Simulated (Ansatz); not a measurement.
# Bi2Te3: the cost of one run

Method: DFT LDA, scalar-relativistic, in Ansatz 0.2.0.

**1. The starting structure**

The structure is trigonal, space group R3m (No. 160). The conventional cell has a = 4.417 Å, b = 4.417 Å, c = 29.840 Å, α = 90.00°, β = 90.00°, γ = 120.00°. Bi (site symmetry 3m) is surrounded by 3 Te at 3.03 Å and 3 Bi at 3.43 Å. Bi (site symmetry 3m) is surrounded by 3 Te at 3.27 Å and 3 Bi at 3.43 Å. Te (site symmetry 3m) has 6 Te at 3.04 to 3.45 Å as nearest neighbours. Around Te (site symmetry 3m) lie 3 Bi at 3.03 Å and 3 Te at 3.45 Å. Te (site symmetry 3m) is surrounded by 3 Te at 3.04 Å and 3 Bi at 3.27 Å.

Structure file:

```xyz
5
Lattice="2.2085 1.2751 9.9467 -2.2085 1.2751 9.9467 0.0000 -2.5502 9.9467" Properties=species:S:1:pos:R:3 pbc="T T T"
Bi    0.0000    0.0000   24.2301
Bi    0.0000    0.0000   11.9957
Te    0.0000    0.0000   18.2322
Te    0.0000    0.0000    5.9680
Te    0.0000    0.0000    0.0000
```

Atoms are numbered in the order of the input: Bi1, Bi2, Te3, Te4, Te5.

**2. After the deformation**

Space group R3m before, R3m after.

**3. LAPW, all electrons**

input.yaml

```yaml
crystal:
  lattice:
    - [2.2085012539, 1.2750787934, 9.7477366]
    - [-2.2085012539, 1.2750787934, 9.7477366]
    - [0.0, -2.5501575869, 9.7477366]
  atoms:
    - { symbol: Bi, position: [0.812, 0.812, 0.812] }
    - { symbol: Bi, position: [0.402, 0.402, 0.402] }
    - { symbol: Te, position: [0.611, 0.611, 0.611] }
    - { symbol: Te, position: [0.2, 0.2, 0.2] }
    - { symbol: Te, position: [0.0, 0.0, 0.0] }
kpoints:
  mp_grid: { grid: [8, 8, 8] }
  band_path:
    path:
      - [0.0, 0.0, 0.0]
      - [0.5, 0.5, 0.5]
      - [0.8219262342, 0.1780737658, 0.5]
      - [0.5, -0.1780737658, 0.1780737658]
      - [0.5, 0.0, 0.0]
      - [0.0, 0.0, 0.0]
      - [0.3390368829, -0.3390368829, 0.0]
      - [0.6609631171, 0.0, 0.3390368829]
      - [0.5, 0.0, 0.5]
    npoints: 5
scf:
  occupations: { method: fermi_dirac, width: 0.08 }
hamiltonian:
  xc: lda
  pseudopotentials: { kind: all_electron, lapw: { basis_error: 0.001 } }
output:
  forces: true
  stress: true
  eigenvalues: true
```

On the command line:

```bash
ansatz run input.yaml --threads 2 --pin off --max-ram 8192MiB --backend cpu --events-out ev --progress --plain --runs-dir out
```

What time and memory should one allow on 2 threads of Intel Xeon 6975P-C (Granite Rapids), shared host?

About 75 s, with a peak of 1.2 GiB.
